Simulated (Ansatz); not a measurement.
Thermal properties of KF from its phonons

The calculation used Ansatz, DFT PBE, scalar-relativistic, plane waves, PAW. Settings: 420 eV plane-wave cutoff, Γ-centred 6×6×8 mesh, fixed occupations. No spin polarisation. Phonons by linear response, acoustic sum rule imposed.

Relaxed structure:
```cif
data_structure
_symmetry_space_group_name_H-M 'P-6m2'
_symmetry_Int_Tables_number 187
_cell_length_a 3.6926
_cell_length_b 3.6926
_cell_length_c 3.3619
_cell_angle_alpha 90.000
_cell_angle_beta 90.000
_cell_angle_gamma 120.000
_cell_volume 39.70
loop_
_atom_site_label
_atom_site_type_symbol
_atom_site_symmetry_multiplicity
_atom_site_Wyckoff_symbol
_atom_site_fract_x
_atom_site_fract_y
_atom_site_fract_z
_atom_site_occupancy
K1 K 1 b 0.00000 0.00000 0.50000 1
F1 F 1 e 0.66667 0.33333 0.00000 1
```

The structure comes from a generated guess, relaxed at this level; another structure or a mixture of phases may lie lower.

Force constants from linear response on a 3×3×4 q mesh, interpolated to a fine mesh.

Problem. How much zero-point energy does an atom carry?

Solution. 27.8 meV.

Problem. How large are the vibrational entropy and heat capacity at 300 K?

Solution. S = 4.28 k_B and C_V = 2.86 k_B per atom, 95 % of the Dulong–Petit value.

Problem. Tabulate them against temperature.

Solution.
```csv
T (K),F_vib (meV/atom),S (k_B/atom),C_V (k_B/atom)
100,23.3,1.47,2.05
200,2.8,3.15,2.70
300,-29.5,4.28,2.86
400,-70.2,5.12,2.92
500,-117.2,5.77,2.95
600,-169.3,6.31,2.96
700,-225.8,6.77,2.97
800,-285.8,7.17,2.98
900,-349.1,7.52,2.98
1000,-415.3,7.83,2.99
```
